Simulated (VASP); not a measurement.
# Sb in VASP: notebook

One slab, Sb, is run at these levels: PBE+D3(BJ); tasks: single point.

All numbers are computed with VASP 6.6.1; they aren't measurements. Logs are shortened: lines on timing, memory, paths and dates and some standing lists are left out, and cuts for length are marked.

### 1 The slab as given

The cell holds a slab with vacuum, 2 atoms: a = 4.069 Å, b = 4.069 Å, c = 28.000 Å, α = 90.00°, β = 90.00°, γ = 120.00°.

The cell was built by a generator and needn't be a form met in nature.

### 2 Single point, PBE+D3(BJ)

The input, INCAR:

```
SYSTEM = Sb
ALGO = Fast
DIPOL = 0.5 0.5 0.500
EDIFF = 1E-7
ENCUT = 520
GGA = PE
IDIPOL = 3
ISIF = 2
ISMEAR = 0
IVDW = 12
LASPH = .True.
LCHARG = .True.
LDIPOL = .True.
LELF = .True.
LREAL = .False.
LVACPOTAV = .True.
LVHAR = .True.
LWAVE = .False.
NBANDS = 12
NELM = 100
PREC = Accurate
SIGMA = 0.02
```

The input, KPOINTS:

```
k-points
0
Gamma
  9 9 1
  0 0 0
```

The input, POSCAR:

```
Sb
1.0
    4.0686851802      0.0000000000      0.0000000000
   -2.0343425901      3.5235847261      0.0000000000
    0.0000000000      0.0000000000     28.0000000000
Sb
2
Direct
    0.3333333333      0.6666666667      0.5294645393
    0.6666666667      0.3333333333      0.4705354607
```

Potentials or basis: VASP PAW PBE potentials, release 64 (Sb).

The run is started by

```bash
$ cat potpaw_PBE.64/Sb/POTCAR > POTCAR
$ mpirun -np 1 vasp_std > vasp.out
```

OUTCAR:

```text
SYSTEM = Sb
   EDIFF = 1E-7
   ENCUT = 520
   GGA = PE
   ISIF = 2
   ISMEAR = 0
   IVDW = 12
   LASPH = .True.
   LREAL = .False.
   NELM = 100
   PREC = Accurate
 IVDW          = 12

 ion  position               nearest neighbor table
   1  0.333  0.667  0.529-   2 2.87   2 2.87   2 2.87
   2  0.667  0.333  0.471-   1 2.87   1 2.87   1 2.87

  LATTYP: Found a hexagonal cell.
 ALAT       =     4.0686851802
 C/A-ratio  =     6.8818300655

  Lattice vectors:

 A1 = (   4.0686851802,   0.0000000000,   0.0000000000)
 A2 = (  -2.0343425901,   3.5235847261,   0.0000000000)
 A3 = (   0.0000000000,   0.0000000000,  28.0000000000)

Analysis of symmetry for initial positions (statically):
=====================================================================
 Subroutine PRICEL returns:
 Original cell was already a primitive cell.

 Routine SETGRP: Setting up the symmetry group for a
 hexagonal supercell.

 Subroutine GETGRP returns: Found 12 space group operations
 (whereof 12 operations were pure point group operations)
 out of a pool of 24 trial point group operations.

The static configuration has the point symmetry D_3d.

Analysis of symmetry for dynamics (positions and initial velocities):
=====================================================================
 Subroutine PRICEL returns:
 Original cell was already a primitive cell.

 Routine SETGRP: Setting up the symmetry group for a
 hexagonal supercell.

 Subroutine GETGRP returns: Found 12 space group operations
 (whereof 12 operations were pure point group operations)
 out of a pool of 24 trial point group operations.

The dynamic configuration has the point symmetry D_3d.

 Subroutine INISYM returns: Found 12 space group operations
 (whereof 12 operations are pure point group operations),
 and found     1 'primitive' translations

----------------------------------------------------------------------------------------

                                     Primitive cell

  volume of cell :     401.4180

  direct lattice vectors                    reciprocal lattice vectors
     4.068685180  0.000000000  0.000000000     0.245779645  0.141900944  0.000000000
    -2.034342590  3.523584726  0.000000000     0.000000000  0.283801889  0.000000000
     0.000000000  0.000000000 28.000000000     0.000000000  0.000000000  0.035714286

  length of vectors
     4.068685180  4.068685180 28.000000000     0.283801889  0.283801889  0.035714286

  position of ions in fractional coordinates (direct lattice)
     0.333333333  0.666666667  0.529464539
     0.666666667  0.333333333  0.470535461

  ion indices of the primitive-cell ions
   primitive index   ion index
                 1           1
                 2           2

----------------------------------------------------------------------------------------

 KPOINTS: k-points

Automatic generation of k-mesh.
 Grid dimensions read from file:
 generate k-points for:    9    9    1

 Generating k-lattice:

  Cartesian coordinates                     Fractional coordinates (reciprocal lattice)
     0.027308849  0.015766772  0.000000000     0.111111111  0.000000000  0.000000000
     0.000000000  0.031533543  0.000000000     0.000000000  0.111111111  0.000000000
     0.000000000  0.000000000  0.035714286     0.000000000  0.000000000  1.000000000

  Length of vectors
     0.031533543  0.031533543  0.035714286

  Shift w.r.t. Gamma in fractional coordinates (k-lattice)
     0.000000000  0.000000000  0.000000000

 Subroutine IBZKPT returns following result:
 ===========================================

 Found     12 irreducible k-points:

 Following reciprocal coordinates:
            Coordinates               Weight
  0.000000  0.000000  0.000000      1.000000
  0.111111  0.000000  0.000000      6.000000
  0.222222  0.000000  0.000000      6.000000
  0.333333 -0.000000  0.000000      6.000000
  0.444444  0.000000  0.000000      6.000000
  0.111111  0.111111  0.000000      6.000000
  0.222222  0.111111  0.000000     12.000000
  0.333333  0.111111  0.000000     12.000000
  0.444444  0.111111  0.000000      6.000000
  0.222222  0.222222  0.000000      6.000000
  0.333333  0.222222  0.000000     12.000000
  0.333333  0.333333  0.000000      2.000000
   k-points           NKPTS =     12   k-points in BZ     NKDIM =     12   number of bands    NBANDS=     12
   number of dos      NEDOS =    301   number of ions     NIONS =      2
   total plane-waves  NPLWV = 189000
   dimension x,y,z NGX =    30 NGY =   30 NGZ =  210
   dimension x,y,z NGXF=    60 NGYF=   60 NGZF=  420
   ions per type =               2
   NGX,Y,Z   is equivalent  to a cutoff of  12.26, 12.26, 12.47 a.u.
   NGXF,Y,Z  is equivalent  to a cutoff of  24.52, 24.52, 24.94 a.u.
 SYSTEM =  Sb
   PREC   = accura    normal or accurate (medium, high low for compatibility)
   ISTART =      0    job   : 0-new  1-cont  2-samecut
   ICHARG =      2    charge: 1-file 2-atom 10-const
   ISPIN  =      1    spin polarized calculation?
   LNONCOLLINEAR =      F non collinear calculations
   LSORBIT =      F    spin-orbit coupling
   LASPH  =      T    aspherical Exc in radial PAW
   ENCUT  =  520.0 eV  38.22 Ry    6.18 a.u.   7.57  7.57 52.06*2*pi/ulx,y,z
   NELM   =    100;   NELMIN=  2; NELMDL= -5     # of ELM steps
   EDIFF  = 0.1E-06   stopping-criterion for ELM
   LREAL  =      F    real-space projection
   EDIFFG = 0.1E-05   stopping-criterion for IOM
   NSW    =      0    number of steps for IOM
   IBRION =     -1    ionic relax: 0-MD 1-quasi-New 2-CG
   NFREE  =      0    steps in history (QN), initial steepest desc. (CG)
   ISIF   =      2    stress and relaxation
   ISYM   =      2    0-nonsym 1-usesym 2-fastsym
   POTIM  = 0.5000    time-step for ionic-motion
   TEBEG  =    0.0;   TEEND  =   0.0 temperature during run
   PSTRESS=    0.0 pullay stress
   NELECT =      10.0000    total number of electrons
   NUPDOWN=      -1.0000    fix difference up-down
   EMIN   =  10.00;   EMAX   =-10.00  energy-range for DOS
   EFERMI =   0.00;   METHOD = LEGACY
   ISMEAR =     0;   SIGMA  =   0.02  broadening in eV -4-tet -1-fermi 0-gaus
   EFERMI_NEDOS =   21; number of points for ismear=-14 and -15
   IALGO  =     68    algorithm
   IMIX   =      4    mixing-type and parameters
     AMIX     =   0.40;   BMIX     =  1.00
     AMIX_MAG =   1.60;   BMIX_MAG =  1.00
  volume/ion in A,a.u.               =     200.71      1354.45
  Fermi-wavevector in a.u.,A,eV,Ry     =   0.478126  0.903528  3.110355  0.228605
  Thomas-Fermi vector in A             =   1.474433
   LORBIT       =      0    0 simple, 1 ext, 2 COOP (PROOUT), +10 PAW based schemes
   GGA     = PE    functional components
   LHFCALC =     F    Hartree Fock is set to
   AEXX    =    0.0000 exact exchange contribution
   IVDW    =    12    specifies the selected vdW correction
   LEPSILON=     F    determine dielectric tensor
   LRPA    =     F    only Hartree local field effects (RPA)
 non-spin polarized calculation
 RMM-DIIS sequential band-by-band and
 Gauss-broadening in eV      SIGMA  =   0.02
  energy-cutoff  :      520.00
  volume of cell :      401.42
 maximum number of plane-waves:     10875
   NGX = 15   NGY = 15   NGZ =105

 dipolmoment           0.000000      0.000000      0.000000 electrons x Angstroem

 number of electron      10.0000000 magnetization

 dipolmoment           0.000000      0.000000     -0.000000 electrons x Angstroem

 Free energy of the ion-electron system (eV)
  ---------------------------------------------------
  ext. energy  EPLUGINS =         0.00000000
  ---------------------------------------------------
  free energy    TOTEN  =        -8.09870178 eV

  energy without entropy =       -8.09870178  energy(sigma->0) =       -8.09870178

 E-fermi :  -2.8903     XC(G=0):  -1.9469

 val. band max:       -3.0199536863   @ k =   0.0000   0.0000   0.0000
 cond. band min:      -1.8322632517   @ k =   0.3333  -0.0000   0.0000
 fundamental gap:      1.1876904346
 Fermi energy:        -2.8902747988

 k-point     1 :       0.0000    0.0000    0.0000
  band No.  band energies     occupation
      1     -14.5151      2.00000
      2      -9.4467      2.00000
      3      -3.7849      2.00000
      4      -3.0200      2.00000
      5      -3.0200      2.00000
      6      -1.3834      0.00000
      7      -0.2214      0.00000
      8      -0.2214      0.00000
      9       1.1643      0.00000
     10       1.4381      0.00000
     11       1.8631      0.00000
     12       2.1311      0.00000

 k-point     2 :       0.1111    0.0000    0.0000
  band No.  band energies     occupation
      1     -14.3797      2.00000
      2      -9.4345      2.00000
      3      -4.1544      2.00000
      4      -3.7225      2.00000
      5      -3.3179      2.00000
      6      -0.9340      0.00000
      7      -0.1363      0.00000
      8       0.0544      0.00000
      9       1.3517      0.00000
     10       1.5874      0.00000
     11       2.0099      0.00000
     12       2.2838      0.00000

 k-point     3 :       0.2222    0.0000    0.0000
  band No.  band energies     occupation
      1     -13.9817      2.00000
      2      -9.5128      2.00000
      3      -5.5270      2.00000
      4      -3.8770      2.00000
      5      -3.6508      2.00000
      6      -1.6102      0.00000
      7       0.4345      0.00000
      8       0.4714      0.00000
      9       1.6675      0.00000
     10       2.0361      0.00000
     11       2.4430      0.00000
     12       2.7003      0.00000
[... 106 lines left out ...]
 k-point    11 :       0.3333    0.2222    0.0000
  band No.  band energies     occupation
      1     -12.2860      2.00000
      2     -10.9674      2.00000
      3      -6.4048      2.00000
      4      -5.3969      2.00000
      5      -4.4799      2.00000
      6      -1.3128      0.00000
      7      -0.0424      0.00000
      8       0.5922      0.00000
      9       2.9145      0.00000
     10       3.7399      0.00000
     11       3.9048      0.00000
     12       4.3745      0.00000

 k-point    12 :       0.3333    0.3333    0.0000
  band No.  band energies     occupation
      1     -11.6057      2.00000
      2     -11.6057      2.00000
      3      -6.7039      2.00000
      4      -4.9321      2.00000
      5      -4.9321      2.00000
      6      -1.6636      0.00000
      7       0.5014      0.00000
      8       0.5014      0.00000
      9       3.5077      0.00000
     10       4.3013      0.00000
     11       4.3013      0.00000
     12       4.7592      0.00000

------------------------ aborting loop because EDIFF is reached ----------------------------------------

 vacuum level on the upper side and lower side of the slab       (xc-potential included)        -0.121        -0.121

 Edisp (eV)   -0.47316

 E8    (eV) :    -0.2355

  FORCE on cell =-STRESS in cart. coord.  units (eV):
  Direction    XX          YY          ZZ          XY          YZ          ZX
  --------------------------------------------------------------------------------------
  -------------------------------------------------------------------------------------
  Total       0.03028     0.03028     0.14028     0.00000     0.00000     0.00000
  in kB       0.12084     0.12084     0.55991     0.00000     0.00000     0.00000
  external pressure =        0.27 kB  Pullay stress =        0.00 kB

 VOLUME and BASIS-vectors are now :
 -----------------------------------------------------------------------------
  energy-cutoff  :      520.00
  volume of cell :      401.42
      direct lattice vectors                 reciprocal lattice vectors
     4.068685180  0.000000000  0.000000000     0.245779645  0.141900944  0.000000000
    -2.034342590  3.523584726  0.000000000     0.000000000  0.283801889  0.000000000
     0.000000000  0.000000000 28.000000000     0.000000000  0.000000000  0.035714286

 POSITION                                       TOTAL-FORCE (eV/Angst)
 -----------------------------------------------------------------------------------
     -0.00000      2.34906     14.82501         0.000000      0.000000      0.086555
      2.03434      1.17453     13.17499        -0.000000     -0.000000     -0.086555
 -----------------------------------------------------------------------------------
    total drift:                               -0.000000     -0.000000      0.000000

  FREE ENERGIE OF THE ION-ELECTRON SYSTEM (eV)
  ---------------------------------------------------
  free  energy   TOTEN  =        -8.5718603812 eV

  energy  without entropy=       -8.5718603812  energy(sigma->0) =       -8.57186038

 vacuum level on the upper side and lower side of the slab         1.716         1.716
```

Wall time 78 s (1 thread of Intel Xeon Platinum 8488C (Sapphire Rapids), shared host); peak memory 0.44 GiB.

What came out:

```yaml
Free_energy: -8.5719 eV
Largest_force: 0.087 eV/Å
Band_gap_on_the_k_mesh: 1.19 eV, indirect (least direct gap 1.64 eV)
Dispersion_energy_per_atom: -0.237 eV
Ionisation_potential_of_the_upper_face: 4.74 eV
```

Forces on the atoms (eV/Å):
```
Sb   0.000  0.000  0.087
Sb   0.000  0.000 -0.087
```

Caveat: spin-orbit coupling is left out, which moves the levels of the heavy elements. PBE gaps usually lie below the measured ones, often by a third to a half.

[end of part 1 of 2]
